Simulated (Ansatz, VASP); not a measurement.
## Sb in VASP and in Ansatz

INCAR

```
PREC     = Accurate       # precision mode
ENCUT    = 520            # plane-wave cutoff, eV
EDIFF    = 1E-6           # SCF threshold, eV
ISMEAR   = 0              # smearing method
SIGMA    = 0.15           # smearing width, eV
LREAL    = False          # projectors in reciprocal space
LASPH    = True           # aspherical terms in the spheres
NELM     = 100            # most SCF steps
ALGO     = Normal         # electronic algorithm
ISIF     = 2              # what is computed and relaxed
LWAVE    = False          # write WAVECAR
LCHARG   = True           # write CHGCAR
GGA      = CA             # functional
LELF     = True           # ELF
LVHAR    = True         
NBANDS   = 12             # bands
```

The input KPOINTS:

```
Automatic mesh
0
Gamma
  15 15 15
```

File POSCAR:

```
Sb
1.0
    2.1800642718      1.2586606942      3.6434822834
   -2.1800642718      1.2586606942      3.6434822834
    0.0000000000     -2.5173213883      3.6434822834
Sb
2
Direct
    0.2336400000      0.2336400000      0.2336400000
    0.7663600000      0.7663600000      0.7663600000
```

Input for Ansatz:

```yaml
crystal:
  lattice:
    - [2.1800642718, 1.2586606942, 3.6434822834]
    - [-2.1800642718, 1.2586606942, 3.6434822834]
    - [0.0, -2.5173213883, 3.6434822834]
  atoms:
    - { symbol: Sb, position: [0.23364, 0.23364, 0.23364] }
    - { symbol: Sb, position: [0.76636, 0.76636, 0.76636] }
basis:
  ecutwfc: 420
kpoints:
  mp_grid: { grid: [15, 15, 15] }
hamiltonian:
  xc: lda
scf:
  occupations: { method: gaussian, width: 0.15 }
output:
  forces: true
  stress: true
  eigenvalues: true
```

Alike in both runs: task single point; functional LDA; k mesh 15 × 15 × 15; occupations gaussian, width 0.15 eV; no spin polarisation.

|  | VASP | Ansatz |
| --- | --- | --- |
| version | VASP 6.6.1 | Ansatz 0.2.0 |
| potentials or method | VASP PAW LDA potentials, release 64 (Sb) | scalar-relativistic, plane waves, PAW |
| plane-wave cutoff (eV) | 520 | 420 |
| valence electrons in the cell | 10 | 30 |

```tsv
	VASP	Ansatz	Ansatz less VASP
gap on the k mesh at the Fermi level (eV)	none	none	-
pressure (GPa)	-0.9	-1.2	-0.27
largest component of the traceless stress (GPa)	0.84	0.93	+0.090
rms of the force components (eV/Å)	0.120	0.084	-0.0363
```

Atom by atom the forces differ by 0.036 eV/Å (rms over components). A gap of «none» marks a metal or a gap that the smearing closes. The two sets of potentials don't hold the same shells in valence.

Spin-orbit coupling is left out, which matters for the levels of Sb.
